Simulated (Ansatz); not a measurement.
# CdF2: the cost of one run

Program: Ansatz 0.2.0. Level of theory: DFT PBEsol, scalar-relativistic, plane waves, PAW. These are calculated values, not measurements.

41 further runs of the same task are left out: 41 set aside as unsound or not needed.

**1. The structure to begin with**

It takes space group Fm-3m (No. 225, cubic). Conventional cell: a = 5.388 Å, b = 5.388 Å, c = 5.388 Å, α = 90.00°, β = 90.00°, γ = 90.00°. Cd (site symmetry m-3m) is surrounded by 8 F at 2.33 Å. Around F (site symmetry -43m) lie 4 Cd at 2.33 Å.

Coordinates:

```
CELL_PARAMETERS angstrom
0.00000 2.69400 2.69400
2.69400 0.00000 2.69400
2.69400 2.69400 0.00000
ATOMIC_POSITIONS crystal
Cd 0.00000 0.00000 0.00000
F 0.25000 0.25000 0.25000
F 0.75000 0.75000 0.75000
```

The structure comes from the Crystallography Open Database.

**5. Setting up the map**

The energy is mapped over volume and the cell's shape.

The axes are (1) volume per atom: 9 values from 10.93 to 15.09 Å³; (2) c/a of the conventional cell: 9 values from 0.923 to 1.083.

Nothing else is relaxed (symmetry fixes all fractional coordinates). Energies count from the relaxed crystal. Points are written as (first, second).

(The set-up runs are not shown.)

**6. Grid point (10.93 Å³, 1.083)**

input.yaml

```yaml
crystal:
  lattice:
    - [0.0, 2.4730971665, 2.6796007799]
    - [2.4730971665, 0.0, 2.6796007799]
    - [2.4730971665, 2.4730971665, 0.0]
  atoms:
    - { symbol: Cd, position: [0.0, 0.0, 0.0] }
    - { symbol: F, position: [0.25, 0.25, 0.25] }
    - { symbol: F, position: [0.75, 0.75, 0.75] }
basis:
  ecutwfc: 520.0
kpoints:
  mp_grid: { grid: [8, 8, 8] }
hamiltonian:
  xc: pbesol
scf:
  occupations: { method: gaussian, width: 0.05 }
output:
  forces: true
  stress: true
  eigenvalues: true
```

On the command line:

```bash
$ ansatz run input.yaml --threads 1 --pin off --max-ram 2048MiB --backend cpu --events-out ev --progress --plain --runs-dir out
```

**Question.** How long does this run take on 1 thread of Arm Neoverse V1, shared host, and how much memory does it need?

About 2.5 s, with a peak of 0.33 GiB.
